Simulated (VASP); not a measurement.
# ZnS (F-43m) in VASP: band structure with PBE

Aim: the band structure of ZnS with PBE.

All numbers are computed with VASP 6.6.1; they aren't measurements. Logs are shortened: lines on timing, memory, paths and dates and some standing lists are left out, and cuts for length are marked.

**What was measured.**

From “Electronic, vibrational, and thermodynamic properties of ZnS (zincblende and rocksalt structure)”, 2009, arxiv:0911.5022, for a bulk crystal of ZnS at 19 K: band gap 3.85 eV (direct).

The results are compared with them further down.

### 1 Starting point

It takes space group F-43m (No. 216, cubic). Conventional cell: a = 5.447 Å, b = 5.447 Å, c = 5.447 Å, α = 90.00°, β = 90.00°, γ = 90.00°. Zn (site symmetry -43m) is surrounded by 4 S at 2.36 Å. Around S (site symmetry -43m) lie 4 Zn at 2.36 Å.

The cell is a database's computed one.

### 2 Band structure, PBE

POSCAR

```
ZnS                                     
1.0
   -0.0000000000      2.7234552544      2.7234552544
    2.7234552544     -0.0000000000      2.7234552544
    2.7234552544      2.7234552544     -0.0000000000
  Zn              S             
     1     1
Direct
     0.0000000000000000    0.0000000000000000    0.0000000000000000
     0.7500000000000000    0.7500000000000000    0.7500000000000000
```

INCAR.step1

```
  PREC = Accurate
  ENCUT = 520
  EDIFF = 1E-6
  ISMEAR = 0
  SIGMA = 0.02
  LREAL = False
  LASPH = True
  NELM = 80
  ALGO = Normal
  ISIF = 2
  LWAVE = False
  LCHARG = True
  GGA = PE
  NBANDS = 16
```

KPOINTS.step1

```
regular mesh
0
Gamma
  8 8 8
```

INCAR.step2

```
  PREC = Accurate
  ENCUT = 520
  EDIFF = 1E-6
  ISMEAR = 0
  SIGMA = 0.05
  LREAL = False
  LASPH = True
  NELM = 80
  ALGO = Normal
  ISIF = 2
  LWAVE = False
  LCHARG = False
  GGA = PE
  NBANDS = 16
  ICHARG = 11
```

KPOINTS.step2

```
path GXWKGLUWLK,UX
15
line-mode
reciprocal
 0.0000000000  0.0000000000  0.0000000000  G
 0.5000000000  0.0000000000  0.5000000000  X

 0.5000000000  0.0000000000  0.5000000000  X
 0.5000000000  0.2500000000  0.7500000000  W

 0.5000000000  0.2500000000  0.7500000000  W
 0.3750000000  0.3750000000  0.7500000000  K

 0.3750000000  0.3750000000  0.7500000000  K
 0.0000000000  0.0000000000  0.0000000000  G

 0.0000000000  0.0000000000  0.0000000000  G
 0.5000000000  0.5000000000  0.5000000000  L

 0.5000000000  0.5000000000  0.5000000000  L
 0.6250000000  0.2500000000  0.6250000000  U

 0.6250000000  0.2500000000  0.6250000000  U
 0.5000000000  0.2500000000  0.7500000000  W

 0.5000000000  0.2500000000  0.7500000000  W
 0.5000000000  0.5000000000  0.5000000000  L

 0.5000000000  0.5000000000  0.5000000000  L
 0.3750000000  0.3750000000  0.7500000000  K

 0.6250000000  0.2500000000  0.6250000000  U
 0.5000000000  0.0000000000  0.5000000000  X
```

Potentials or basis: VASP PAW PBE potentials, release 64 (Zn, S).

On the command line:

```console
> cat potpaw_PBE.64/Zn/POTCAR potpaw_PBE.64/S/POTCAR > POTCAR
> cp INCAR.step1 INCAR
> cp KPOINTS.step1 KPOINTS
> mpirun -np 1 vasp_std > vasp.out
> cp INCAR.step2 INCAR
> cp KPOINTS.step2 KPOINTS
> mpirun -np 1 vasp_std > vasp.out
```

OUTCAR:

```text
PREC = Accurate
   ENCUT = 520
   EDIFF = 1E-6
   ISMEAR = 0
   LREAL = False
   LASPH = True
   NELM = 80
   ISIF = 2
   GGA = PE
   ICHARG = 11

 ion  position               nearest neighbor table
   1  0.000  0.000  0.000-   2 2.36   2 2.36   2 2.36   2 2.36
   2  0.750  0.750  0.750-   1 2.36   1 2.36   1 2.36   1 2.36

  LATTYP: Found a face centered cubic cell.
 ALAT       =     5.4469105088

  Lattice vectors:

 A1 = (   0.0000000000,   2.7234552544,   2.7234552544)
 A2 = (   2.7234552544,   0.0000000000,   2.7234552544)
 A3 = (   2.7234552544,   2.7234552544,   0.0000000000)

Analysis of symmetry for initial positions (statically):
=====================================================================
 Subroutine PRICEL returns:
 Original cell was already a primitive cell.

 Routine SETGRP: Setting up the symmetry group for a
 face centered cubic supercell.

 Subroutine GETGRP returns: Found 24 space group operations
 (whereof 24 operations were pure point group operations)
 out of a pool of 48 trial point group operations.

The static configuration has the point symmetry T_d .

Analysis of symmetry for dynamics (positions and initial velocities):
=====================================================================
 Subroutine PRICEL returns:
 Original cell was already a primitive cell.

 Routine SETGRP: Setting up the symmetry group for a
 face centered cubic supercell.

 Subroutine GETGRP returns: Found 24 space group operations
 (whereof 24 operations were pure point group operations)
 out of a pool of 48 trial point group operations.

The dynamic configuration has the point symmetry T_d .

 Subroutine INISYM returns: Found 24 space group operations
 (whereof 24 operations are pure point group operations),
 and found     1 'primitive' translations

----------------------------------------------------------------------------------------

                                     Primitive cell

  volume of cell :      40.4009

  direct lattice vectors                    reciprocal lattice vectors
     0.000000000  2.723455254  2.723455254    -0.183590312  0.183590312  0.183590312
     2.723455254  0.000000000  2.723455254     0.183590312 -0.183590312  0.183590312
     2.723455254  2.723455254  0.000000000     0.183590312  0.183590312 -0.183590312

  length of vectors
     3.851547357  3.851547357  3.851547357     0.317987748  0.317987748  0.317987748

  position of ions in fractional coordinates (direct lattice)
     0.000000000  0.000000000  0.000000000
     0.750000000  0.750000000  0.750000000

  ion indices of the primitive-cell ions
   primitive index   ion index
                 1           1
                 2           2

----------------------------------------------------------------------------------------

 KPOINTS: path GXWKGLUWLK,UX

Interpolating k-points between supplied coordinates.

 Line segments in fractional coordinates (reciprocal lattice):
    0.000000  0.000000  0.000000  ...  0.500000  0.000000  0.500000
    0.500000  0.000000  0.500000  ...  0.500000  0.250000  0.750000
    0.500000  0.250000  0.750000  ...  0.375000  0.375000  0.750000
    0.375000  0.375000  0.750000  ...  0.000000  0.000000  0.000000
    0.000000  0.000000  0.000000  ...  0.500000  0.500000  0.500000
    0.500000  0.500000  0.500000  ...  0.625000  0.250000  0.625000
    0.625000  0.250000  0.625000  ...  0.500000  0.250000  0.750000
    0.500000  0.250000  0.750000  ...  0.500000  0.500000  0.500000
    0.500000  0.500000  0.500000  ...  0.375000  0.375000  0.750000
    0.625000  0.250000  0.625000  ...  0.500000  0.000000  0.500000

 Generated    15 points on each line segment, for a total of    150 k-points:

 Following reciprocal coordinates:
            Coordinates               Weight
  0.000000  0.000000  0.000000      0.006667
  0.035714  0.000000  0.035714      0.006667
  0.071429  0.000000  0.071429      0.006667
  0.107143  0.000000  0.107143      0.006667
  0.142857  0.000000  0.142857      0.006667
  0.178571  0.000000  0.178571      0.006667
[... 16 lines left out ...]
  0.500000  0.125000  0.625000      0.006667
  0.500000  0.142857  0.642857      0.006667
 [... further k-points ...]
   k-points           NKPTS =    150   k-points in BZ     NKDIM =    150   number of bands    NBANDS=     16
   number of dos      NEDOS =    301   number of ions     NIONS =      2
   total plane-waves  NPLWV =  27000
   dimension x,y,z NGX =    30 NGY =   30 NGZ =   30
   dimension x,y,z NGXF=    60 NGYF=   60 NGZF=   60
   ions per type =               1   1
   NGX,Y,Z   is equivalent  to a cutoff of  12.95, 12.95, 12.95 a.u.
   NGXF,Y,Z  is equivalent  to a cutoff of  25.90, 25.90, 25.90 a.u.
 SYSTEM =  unknown system
   PREC   = accura    normal or accurate (medium, high low for compatibility)
   ISTART =      0    job   : 0-new  1-cont  2-samecut
   ICHARG =     11    charge: 1-file 2-atom 10-const
   ISPIN  =      1    spin polarized calculation?
   LNONCOLLINEAR =      F non collinear calculations
   LSORBIT =      F    spin-orbit coupling
   LASPH  =      T    aspherical Exc in radial PAW
   ENCUT  =  520.0 eV  38.22 Ry    6.18 a.u.   7.16  7.16  7.16*2*pi/ulx,y,z
   NELM   =     80;   NELMIN=  2; NELMDL=  0     # of ELM steps
   EDIFF  = 0.1E-05   stopping-criterion for ELM
   LREAL  =      F    real-space projection
   EDIFFG = 0.1E-04   stopping-criterion for IOM
   NSW    =      0    number of steps for IOM
   IBRION =     -1    ionic relax: 0-MD 1-quasi-New 2-CG
   NFREE  =      0    steps in history (QN), initial steepest desc. (CG)
   ISIF   =      2    stress and relaxation
   ISYM   =      2    0-nonsym 1-usesym 2-fastsym
   POTIM  = 0.5000    time-step for ionic-motion
   TEBEG  =    0.0;   TEEND  =   0.0 temperature during run
   PSTRESS=    0.0 pullay stress
   NELECT =      18.0000    total number of electrons
   NUPDOWN=      -1.0000    fix difference up-down
   EMIN   =  10.00;   EMAX   =-10.00  energy-range for DOS
   EFERMI =   0.00;   METHOD = LEGACY
   ISMEAR =     0;   SIGMA  =   0.05  broadening in eV -4-tet -1-fermi 0-gaus
   EFERMI_NEDOS =   21; number of points for ismear=-14 and -15
   IALGO  =     38    algorithm
   IMIX   =      4    mixing-type and parameters
     AMIX     =   0.40;   BMIX     =  1.00
     AMIX_MAG =   1.60;   BMIX_MAG =  1.00
  volume/ion in A,a.u.               =      20.20       136.32
  Fermi-wavevector in a.u.,A,eV,Ry     =   1.250361  2.362840 21.271385  1.563403
  Thomas-Fermi vector in A             =   2.384359
   LORBIT       =      0    0 simple, 1 ext, 2 COOP (PROOUT), +10 PAW based schemes
   GGA     = PE    functional components
   LHFCALC =     F    Hartree Fock is set to
   AEXX    =    0.0000 exact exchange contribution
   IVDW    =     0    specifies the selected vdW correction
   LEPSILON=     F    determine dielectric tensor
   LRPA    =     F    only Hartree local field effects (RPA)
 non-spin polarized calculation
 Gauss-broadening in eV      SIGMA  =   0.05
  energy-cutoff  :      520.00
  volume of cell :       40.40
 maximum number of plane-waves:      1106
 NGX is ok and might be reduce to    30

 number of electron      18.0000007 magnetization

 Free energy of the ion-electron system (eV)
  ---------------------------------------------------
  ext. energy  EPLUGINS =         0.00000000
  ---------------------------------------------------
  free energy    TOTEN  =        -7.12722411 eV

  energy without entropy =       -7.12722411  energy(sigma->0) =       -7.12722411

 E-fermi :   2.1638     XC(G=0):  -9.5187

 val. band max:        1.8884309705   @ k =   0.0000   0.0000   0.0000
 cond. band min:       3.8996847516   @ k =   0.0000   0.0000   0.0000
 fundamental gap:      2.0112537812
 Fermi energy:         2.1638279623

 k-point     1 :       0.0000    0.0000    0.0000
  band No.  band energies     occupation
      1     -11.0890      2.00000
      2      -4.3595      2.00000
      3      -4.3595      2.00000
      4      -4.3595      2.00000
      5      -3.8876      2.00000
      6      -3.8876      2.00000
[... 8 lines left out ...]
     15      13.6234      0.00000
     16      13.6269      0.00000

 k-point     2 :       0.0357    0.0000    0.0357
  band No.  band energies     occupation
      1     -11.0765      2.00000
      2      -4.3610      2.00000
      3      -4.3564      2.00000
      4      -4.3564      2.00000
      5      -3.8890      2.00000
      6      -3.8867      2.00000
[... 8 lines left out ...]
     15      13.6399      0.00000
     16      13.7461      0.00000

 k-point     3 :       0.0714    0.0000    0.0714
  band No.  band energies     occupation
      1     -11.0393      2.00000
      2      -4.3654      2.00000
      3      -4.3472      2.00000
      4      -4.3471      2.00000
      5      -3.8930      2.00000
      6      -3.8841      2.00000
[... 8 lines left out ...]
     15      13.6892      0.00000
     16      14.0848      0.00000

 k-point     4 :       0.1071    0.0000    0.1071
  band No.  band energies     occupation
      1     -10.9784      2.00000
      2      -4.3720      2.00000
      3      -4.3320      2.00000
      4      -4.3320      2.00000
      5      -3.8992      2.00000
      6      -3.8799      2.00000
[... 8 lines left out ...]
     15      13.7708      0.00000
     16      14.5990      0.00000
[... 324 lines left out ...]
 k-point    22 :       0.5000    0.1071    0.6071
  band No.  band energies     occupation
      1      -9.9057      2.00000
      2      -4.3113      2.00000
      3      -4.0621      2.00000
      4      -4.0214      2.00000
      5      -3.8359      2.00000
      6      -3.6146      2.00000
[... 8 lines left out ...]
     15      15.6837      0.00000
     16      16.5351      0.00000

 k-point    23 :       0.5000    0.1250    0.6250
  band No.  band energies     occupation
      1      -9.9051      2.00000
      2      -4.2957      2.00000
      3      -4.0686      2.00000
      4      -4.0155      2.00000
      5      -3.8432      2.00000
      6      -3.5960      2.00000
[... 8 lines left out ...]
     15      15.6949      0.00000
     16      16.5795      0.00000

 k-point    24 :       0.5000    0.1429    0.6429
  band No.  band energies     occupation
      1      -9.9045      2.00000
      2      -4.2800      2.00000
      3      -4.0747      2.00000
      4      -4.0081      2.00000
      5      -3.8518      2.00000
      6      -3.5775      2.00000
[... 8 lines left out ...]
     15      15.7039      0.00000
     16      16.5964      0.00000

 [... further k-points ...]

------------------------ aborting loop because EDIFF is reached ----------------------------------------

  FORCE on cell =-STRESS in cart. coord.  units (eV):
  Direction    XX          YY          ZZ          XY          YZ          ZX
  --------------------------------------------------------------------------------------
  -------------------------------------------------------------------------------------
  Total       -1.0520095     -1.0520095     -1.0520095      0.0000000      0.0000000     -0.0000000
  in kB      -41.7195405    -41.7195405    -41.7195405      0.0000000      0.0000000     -0.0000000
  external PRESSURE =     -41.7195405 kB  Pullay stress =       0.0000000 kB

 VOLUME and BASIS-vectors are now :
 -----------------------------------------------------------------------------
  energy-cutoff  :      520.00
  volume of cell :       40.40
      direct lattice vectors                 reciprocal lattice vectors
     0.000000000  2.723455254  2.723455254    -0.183590312  0.183590312  0.183590312
     2.723455254  0.000000000  2.723455254     0.183590312 -0.183590312  0.183590312
     2.723455254  2.723455254  0.000000000     0.183590312  0.183590312 -0.183590312

 POSITION                                       TOTAL-FORCE (eV/Angst)
 -----------------------------------------------------------------------------------
      0.00000      0.00000      0.00000        -0.000000     -0.000000      0.000000
      4.08518      4.08518      4.08518         0.000000      0.000000     -0.000000
 -----------------------------------------------------------------------------------
    total drift:                                0.000000      0.000000      0.000000

  FREE ENERGIE OF THE ION-ELECTRON SYSTEM (eV)
  ---------------------------------------------------
  free  energy   TOTEN  =        -7.1272241065 eV

  energy  without entropy=       -7.1272241065  energy(sigma->0) =       -7.12722411
```

It took 32 s on 1 thread of Intel Xeon 6975P-C (Granite Rapids), shared host; peak memory 0.22 GiB.

What came out:

| Quantity | Value |
| --- | --- |
| Band gap on the k mesh | 2.01 eV, direct |
| Band gap along the path | 2.01 eV, direct |

Levels at the corners of the path, in eV from the valence-band top:
```
point  band 5  band 6  band 7  band 8  band 9  band 10  band 11  band 12  band 13  band 14
    Γ   -5.78   -5.78    0.00    0.00    0.00     2.01     6.41     6.41     6.41    11.73
    X   -5.71   -5.57   -4.47   -2.13   -2.13     3.46     4.07    10.81    11.81    11.81
    X   -5.71   -5.57   -4.47   -2.13   -2.13     3.46     4.07    10.81    11.81    11.81
    W   -5.81   -5.40   -4.47   -2.63   -2.62     5.71     5.93     7.82     8.25    12.25
    W   -5.81   -5.40   -4.47   -2.63   -2.62     5.71     5.93     7.82     8.25    12.25
    K   -5.74   -5.45   -4.50   -3.00   -1.74     4.15     5.91     9.33     9.72    10.50
    K   -5.74   -5.45   -4.50   -3.00   -1.74     4.15     5.91     9.33     9.72    10.50
    Γ   -5.78   -5.78    0.00    0.00    0.00     2.01     6.41     6.41     6.41    11.73
    Γ   -5.78   -5.78    0.00    0.00    0.00     2.01     6.41     6.41     6.41    11.73
    L   -5.75   -5.58   -5.14   -0.83   -0.83     3.26     6.94     6.94     8.79    12.06
    L   -5.75   -5.58   -5.14   -0.83   -0.83     3.26     6.94     6.94     8.79    12.06
    U   -5.74   -5.45   -4.50   -3.00   -1.74     4.15     5.91     9.33     9.72    10.50
    U   -5.74   -5.45   -4.50   -3.00   -1.74     4.15     5.91     9.33     9.72    10.50
    W   -5.81   -5.40   -4.47   -2.63   -2.62     5.71     5.93     7.82     8.25    12.25
    W   -5.81   -5.40   -4.47   -2.63   -2.62     5.71     5.93     7.82     8.25    12.25
    L   -5.75   -5.58   -5.14   -0.83   -0.83     3.26     6.94     6.94     8.79    12.06
    L   -5.75   -5.58   -5.14   -0.83   -0.83     3.26     6.94     6.94     8.79    12.06
    K   -5.74   -5.45   -4.50   -3.00   -1.74     4.15     5.91     9.33     9.72    10.50
    U   -5.74   -5.45   -4.50   -3.00   -1.74     4.15     5.91     9.33     9.72    10.50
    X   -5.71   -5.57   -4.47   -2.13   -2.13     3.46     4.07    10.81    11.81    11.81
```

Caveat: the log is that of the step along the path at fixed density, whose energy, stress, charges and moments have no meaning.

### 3 Against experiment

Step 2. Against the measured gap of ZnS, 3.85 eV (direct; 19 K; quoted in “Electronic, vibrational, and thermodynamic properties of ZnS (zincblende and rocksalt structure)”, 2009, arxiv:0911.5022), the calculated 2.01 eV is off by -1.84 eV. The value is that of PBE, without temperature or zero-point motion. Semilocal functionals fall short of measured gaps as a rule. The cell is a database's relaxed one, not the measured one, which moves gaps too.
